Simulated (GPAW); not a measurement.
Wanted: an ASE script for a GPAW 26.7.0 run.

```yaml
Task: hybrid scf
Functional: SCAN0
Potentials_or_basis: GPAW PAW data sets (gpaw-data 1.2.1)
Cutoff: 550 eV
Basis: pw
k_mesh: 5 × 5 × 5
Occupations: fermi-dirac, width 0.001 eV
Spin: no spin polarisation
Maxiter: 40
Exx_fraction: 0.25
```

The structure of BP lies in POSCAR:

```
BP
1.0
    0.0000000000      2.2690000000      2.2690000000
    2.2690000000      0.0000000000      2.2690000000
    2.2690000000      2.2690000000      0.0000000000
P B
1 1
Direct
    0.7500000000      0.7500000000      0.7500000000
    0.0000000000      0.0000000000      0.0000000000
```

The input as run:

run.py

```python
import numpy as np
from ase.dft.bandgap import bandgap
from ase.io import read, write
from gpaw import GPAW, PW
from gpaw.xc import parametrizedxc

class ScaledMGGA(parametrizedxc.ParametrizedKernel):
    """Weighted sum of Libxc meta-GGA parts, named like '0.75_MGGA_X_..+1.0_MGGA_C_..'."""
    def __init__(self, name):
        super().__init__(name)
        self.type = 'MGGA'

    def calculate(self, e_g, n_sg, dedn_sg, sigma_xg, dedsigma_xg, tau_sg, dedtau_sg):
        e_g[:] = dedsigma_xg[:] = dedtau_sg[:] = 0.0
        for kernel, c in zip(self.kernels, self.coefs):
            e, v, s, t = [np.zeros_like(x) for x in [e_g, dedn_sg, dedsigma_xg, dedtau_sg]]
            kernel.calculate(e, n_sg, v, sigma_xg, s, tau_sg, t)
            e_g += c * e
            dedn_sg += c * v
            dedsigma_xg += c * s
            dedtau_sg += c * t

parametrizedxc.ParametrizedKernel = ScaledMGGA

atoms = read('POSCAR')

calc = GPAW(mode=PW(550),
            xc={'name': '0.750_MGGA_X_SCAN+1.0_MGGA_C_SCAN', 'fraction': 0.25, 'omega': 0.0, 'backend': 'pw'},
            kpts={'size': (5, 5, 5), 'gamma': True},
            occupations={'name': 'fermi-dirac', 'width': 0.001},
            nbands=11,
            convergence={'density': 0.0001},
            maxiter=40,
            txt='gpaw.txt')
atoms.calc = calc
energy = atoms.get_potential_energy()
calc.write('gs.gpw')
write('result.traj', atoms)
print(f'Energy: {energy:.6f} eV')
print('Fermi level:', round(calc.get_fermi_level(), 4), 'eV')
print(f'Gap: {bandgap(calc)[0]:.4f} eV, direct: {bandgap(calc, direct=True)[0]:.4f} eV')
```

Potentials or basis: GPAW PAW data sets (gpaw-data 1.2.1), pw.

Launch:

```bash
$ OMP_NUM_THREADS=1 python run.py
```

It gave:

```
Band gap on the k mesh : 2.85 eV, indirect (least direct gap 5.25 eV)
```

Caveat: the k mesh is coarse (spacing up to 0.48 Å⁻¹), so the values aren't converged, least of all with exact exchange; the scaled meta-GGA exchange is a class typed in the script; an odd mesh through Γ misses points on the zone boundary, where band edges often lie.

Run time: 24 min on 1 thread of Arm Neoverse V1, on a shared host, peak memory 0.27 GiB.
